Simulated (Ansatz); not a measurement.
Structures of Te2Mo: which is lowest?

Plane-wave DFT in Ansatz with scalar-relativistic PAW potentials, cutoff 500 eV, Γ-centred meshes chosen by cell and gap, Gaussian smearing with energies taken to zero width. Every cell was relaxed (cell and atoms) in a run of its own, within the symmetry of its start. Functional: r2SCAN.

Relaxed structures (starts from databases or built by putting these elements on another compound's sites):
A. P6_3/mmc, 6 atoms in the computed cell, a = 3.563 Å, c = 14.732 Å; sites (symmetry × multiplicity) Te 3m. × 4, Mo -6m2 × 2; start: database
B. R3m, 3 atoms in the computed cell, a = 3.566 Å, c = 22.181 Å; sites (symmetry × multiplicity) Mo 3m × 3, Te 3m × 3 + 3m × 3; start: built
C. P-6m2, 3 atoms in the computed cell, a = 3.561 Å, c = 17.524 Å; sites (symmetry × multiplicity) Te 3m. × 2, Mo -6m2 × 1; start: database
D. P2_1/m, 12 atoms in the computed cell, a = 6.343 Å, b = 3.496 Å, c = 14.922 Å, β = 91.1°; sites (symmetry × multiplicity) Te m × 2 + m × 2 + m × 2 + m × 2, Mo m × 2 + m × 2; start: database

Problem. Rank them by energy. Could pressure change the order?

Solution.
```csv
structure,group,E − E(lowest) (meV/atom),V (Å³/atom),gap on mesh (eV)
A,P6_3/mmc,0.0,27.00,1.06
B,R3m,2.3,27.14,1.05
D,P2_1/m,11.9,27.57,0.00
C,P-6m2,20.5,64.16,1.12
```

A is lowest, 2 meV/atom under B. The lowest is also the densest of these, so pressure wouldn't bring one of the others in at first order. Other structures may lie lower than all of these, and vibrations aren't counted.

Spin-orbit coupling is left out, which matters for the bands of heavy elements. Each cell of Te2Mo holds layers, and r2SCAN describes their binding at middle range but leaves out its long-range dispersion part.